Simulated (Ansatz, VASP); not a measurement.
# Te: VASP beside Ansatz

INCAR

```
SYSTEM = Te
PREC = Accurate
ENCUT = 600
EDIFF = 1E-6
ISMEAR = -1
SIGMA = 0.05
LREAL = .FALSE.
LASPH = .TRUE.
NELM = 60
ALGO = Normal
ISIF = 3
LWAVE = .FALSE.
LCHARG = .FALSE.
IBRION = 2
NSW = 60
EDIFFG = -0.01
```

File KPOINTS:

```
regular mesh
0
G
  9 9 9
  0 0 0
```

POSCAR

```
Te
1.0
    2.3059043427      1.3313144930      1.6909537039
   -2.3059043427      1.3313144930      1.6909537039
    0.0000000000     -2.6626289860      1.6909537039
Te
1
Direct
    0.5000000000      0.5000000000      0.5000000000
```

Contents of input.yaml:

```yaml
crystal:
  lattice:
    - [2.3059043427, 1.331314493, 1.6909537039]
    - [-2.3059043427, 1.331314493, 1.6909537039]
    - [0.0, -2.662628986, 1.6909537039]
  atoms:
    - { symbol: Te, position: [0.5, 0.5, 0.5] }
hamiltonian:
  xc: lda
  pseudopotentials: { kind: paw }
kpoints:
  mp_grid: { grid: [9, 9, 9] }
scf:
  occupations: { method: fermi_dirac, width: 0.05 }
output:
  forces: true
  stress: true
  eigenvalues: true
relax:
  f_tol: 0.01
  max_steps: 40
  cell: { stress_tol: 0.05 }
```

This isn't the form of Te at room conditions, which is trigonal, of chains.

Alike in both runs: task relaxation of cell and atoms; functional LDA; k mesh 9 × 9 × 9; occupations fermi-dirac, width 0.05 eV; no spin polarisation.

|  | VASP | Ansatz |
| --- | --- | --- |
| version | VASP 6.6.1 | Ansatz 0.2.0 |
| potentials or method | VASP PAW LDA potentials, release 64 (Te) | Ansatz PAW |
| plane-wave cutoff (eV) | 600 | 420 |
| valence electrons in the cell | 6 | 16 |

VASP gave:

- gap on the k mesh at the Fermi level, each at its own relaxed structure (eV): none
- relaxed volume (Å³/atom): 30.81
- relaxed cell length with the largest relative difference (Å): 3.137
- energy change over the relaxation (meV/atom): -3

**Question.** Which values does Ansatz return?

**Answer.** gap on the k mesh at the Fermi level, each at its own relaxed structure (eV): none; relaxed volume (Å³/atom): 30.75; relaxed cell length with the largest relative difference (Å): 3.135; energy change over the relaxation (meV/atom): -3.

A gap of «none» marks a metal or a gap that the smearing closes. The two sets of potentials don't hold the same shells in valence.

Caveats: the plane-wave basis is chosen anew once the cell has moved, so the energies of steps on either side of that aren't comparable (Ansatz); the PAW data sets come from PBE, with cores solved anew for the run's functional, which leaves a small shift of forces and pressure (Ansatz). Spin-orbit coupling is left out, which matters for the levels of Te.
